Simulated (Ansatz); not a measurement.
Pt:

```
Pt
1.0
     0.00000    1.96090    1.96090
     1.96090    0.00000    1.96090
     1.96090    1.96090    0.00000
Pt
1
Direct
  0.00000 0.00000 0.00000
```

Base run:

```yaml
Program: Ansatz 0.2.0
Functional: PBE
Potentials_or_basis: Ansatz PAW earlier set
Cutoff: 570 eV
Density_cutoff: 2280 eV
k_mesh: 12 × 12 × 12
Occupations: fermi-dirac, width 0.05 eV
Spin: no spin polarisation
```

Its results: band gap on the k mesh none (metal or under the smearing width); pressure 10.3 GPa.

Question: The run is repeated on the same cell with these changes: functional from PBE to PBEsol. What comes out?

Answer: Band gap on the k mesh none (metal or under the smearing width); pressure -0.5 GPa.

PBEsol binds more tightly than PBE, so the same cell stands under less pressure.

Caveats: the PAW data sets come from PBE, with cores solved anew for the run's functional, which leaves a small shift of forces and pressure (some runs).

Not every run made on this cell is shown here.
